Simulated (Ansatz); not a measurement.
Crystal: Te2Mo.

```
CELL_PARAMETERS angstrom
3.51820 0.00000 0.00000
-1.75910 3.04685 0.00000
0.00000 0.00000 13.97360
ATOMIC_POSITIONS crystal
Te 0.66667 0.33333 0.37900
Te 0.33333 0.66667 0.87900
Te 0.66667 0.33333 0.12100
Te 0.33333 0.66667 0.62100
Mo 0.66667 0.33333 0.75000
Mo 0.33333 0.66667 0.25000
```

Base run:

| Item | Value |
| --- | --- |
| Program | Ansatz 0.2.0 |
| Functional | RPBE |
| Potentials or basis | Ansatz PAW |
| Cutoff | 420 eV (not typed: the program's choice for these potentials) |
| k mesh | 9 × 9 × 2 |
| Occupations | fermi-dirac, width 0.05 eV |
| Spin | no spin polarisation |

Its results: band gap on the k mesh 0.81 eV, indirect (least direct gap 1.04 eV); pressure 4.9 GPa; largest force 0.259 eV/Å.

**Question.** After a change of settings the same cell gave: band gap on the k mesh 0.89 eV, indirect (least direct gap 1.13 eV); pressure 2.2 GPa; largest force 0.078 eV/Å. Which change was it?
A. functional from RPBE to revPBE
B. functional from RPBE to BLYP
C. functional from RPBE to r2SCAN; cutoff from 420 eV (not typed: the program's choice for these potentials) to 500 eV (not typed: the program's choice for these potentials)
D. functional from RPBE to LDA

**Answer.** C.

Caveats: the k mesh misses the band edges, so the gap on the mesh is wider than the one along the path; spin-orbit coupling is left out, which moves the levels of the heavy elements; the PAW data sets come from PBE, with cores solved anew for the run's functional, which leaves a small shift of forces and pressure; this functional lacks dispersion, which binds the layers, so the pressure and a relaxed spacing across them are unreliable (some runs).

Runs at the PBE level aren't shown here.
